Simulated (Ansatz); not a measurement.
## Elastic constants of ZnS at 18 GPa (stress–strain coefficients): input and output

Computed with DFT PBE, scalar-relativistic, plane waves, PAW (Ansatz 0.2.0).

Launched with:
```bash
ansatz run input.yaml --threads 1 --pin off --max-ram 3072MiB --backend cpu --events-out ev --progress --plain --runs-dir out
```

Input (bare energies are in eV):
```yaml
crystal:
  lattice:
    - [0.0, 2.5671370829, 2.5671370829]
    - [2.5671370829, 0.0, 2.5671370829]
    - [2.5671370829, 2.5671370829, 0.0]
  atoms:
    - { symbol: Zn, position: [0.0, 0.0, 0.0] }
    - { symbol: S, position: [0.75, 0.75, 0.75] }
basis:
  ecutwfc: 420
kpoints:
  mp_grid: { grid: [10, 10, 10] }
hamiltonian:
  xc: pbe
scf:
  occupations: { method: fixed }
output:
  forces: true
  stress: true
  eigenvalues: true
  polarization: {}
elastic:
  mode: relaxed_ion
  stencil: two_point
```

From the output:
```
--- Elastic constants: 2 strain directions × 2 members + reference (group order 24) ---
  dense FFT box of the reference and of every strained cell: 25×25×25
  strains applied: 11, 23; error gains: componentwise 1.00 (the most a stress slope's error grows in a printed constant), spectral 1.73 (1 for all six strains in a standard setting)
  C = ∂σ_k/∂η_j (tension-positive GPa; Voigt order 11 22 33 23 13 12):
       162.439    132.278    132.278     -0.000      0.000      0.000
       132.278    162.439    132.278     -0.000      0.000      0.000
       132.278    132.278    162.439     -0.000      0.000      0.000
        -0.000      0.000      0.000     42.416      0.000     -0.000
        -0.000     -0.000      0.000     -0.000     42.416     -0.000
         0.000     -0.000      0.000      0.000     -0.000     42.416
  reference stress σ⁰ (GPa):    -18.000    -18.000    -18.000     -0.000     -0.000     -0.000
  C* (energy form; C + prestress term) asymmetry max|C*_kj − C*_jk| = 7.105e-14 GPa — a small one proves nothing (zero by symmetry where the batch's group is 432, −43m or m−3m); a large one is finite-difference/SCF noise where every solve ...
  moduli (Voigt/Reuss/Hill, GPa): K = 142.33/142.33/142.33   G = 31.48/24.59/28.04   E = 78.92   ν = 0.408
  mechanically stable: yes (min eigenvalue of sym C = 30.16 GPa)
  e, the proper piezoelectric tensor (elastic.mode: relaxed_ion; C/m²; rows x y z; Voigt order 11 22 33 23 13 12):
      -0.00000    0.00000   -0.00000   -0.46477   -0.00000   -0.00000
      -0.00000   -0.00000   -0.00000    0.00000   -0.46477    0.00000
      -0.00000    0.00000   -0.00000   -0.00000    0.00000   -0.46477
  ±, each entry's uncertainty from the finite density of the strings (C/m²), an estimate: the size of the correction for it that the entry includes:
       0.00000    0.00000    0.00000    0.00262    0.00000    0.00000
       0.00000    0.00000    0.00000    0.00000    0.00262    0.00000
       0.00000    0.00000    0.00000    0.00000    0.00000    0.00262
  the group's symmetry takes up to 1.1e-8 C/m² out of the measured responses: error of the strings' finite density and of the mesh across them, as far as it breaks the symmetry (raise kpoints.mp_grid and any string_points); the largest step ...
  strain η (Voigt 11):  stress-route row diagonal C_11 = 162.44 GPa, energy-path curvature d²(F+E_count+ΔE)/dδ²/Ω₀ = 162.86 GPa
         δ    σ_11 (GPa) F (eV) n_scf n_hpsi n_pw
    -2.000e-3     -18.3251       -4222.4156965       8   29873    678   relax 0 steps, max|allowed force component| 1.46e-16 eV/Å
     2.000e-3     -17.6754       -4222.4308986       8   29886    678   relax 0 steps, max|allowed force component| 5.55e-17 eV/Å
  strain η (Voigt 23):  stress-route row diagonal C_44 = 42.42 GPa, energy-path curvature d²(F+E_count+ΔE)/dδ²/Ω₀ = 51.65 GPa
         δ    σ_23 (GPa) F (eV) n_scf n_hpsi n_pw
    -2.000e-3      -0.0848       -4222.4233409      10   44969    678   relax 3 steps, max|allowed force component| 2.50e-7 eV/Å
     2.000e-3       0.0848       -4222.4233409      10   44966    678   relax 3 steps, max|allowed force component| 2.51e-7 eV/Å
--- Formal polarisation (Berry phase): one branch of a lattice of values; only differences between neighbouring runs are physical ---
  axis mesh electronic ionic p = total spread (rad) least overlap resolved gap  δp at fixed H ≤   (phases in cycles; p mod 2; gap in eV; gap and δp judge the states as solved, not the mesh's step, its ...
  b1    10×10×10        0.00000000     4.50000000     4.50000000      0.196990         0.9054        2.7979           3.3e-6
  b2    10×10×10       -0.00000000     4.50000000     4.50000000      0.196990         0.9054        2.7979           3.3e-6
  b3    10×10×10       -0.00000000     4.50000000     4.50000000      0.196990         0.9054        2.7979           3.3e-6
  quantum along a1:   0.21459366 e/Å² =   343.816940 µC/cm²
  quantum along a2:   0.21459366 e/Å² =   343.816940 µC/cm²
  quantum along a3:   0.21459366 e/Å² =   343.816940 µC/cm²
  P = (  0.68283283,   0.68283283,   0.68283283) e/Å² = ( 1094.018805,  1094.018805,  1094.018805) µC/cm²  (mod the quanta)
```

The run took 44 s on 1 thread of AMD EPYC 9R45 96-Core Processor (Zen 5), on a shared host, peak memory 0.53 GiB.

The real crystal has changed phase below this pressure.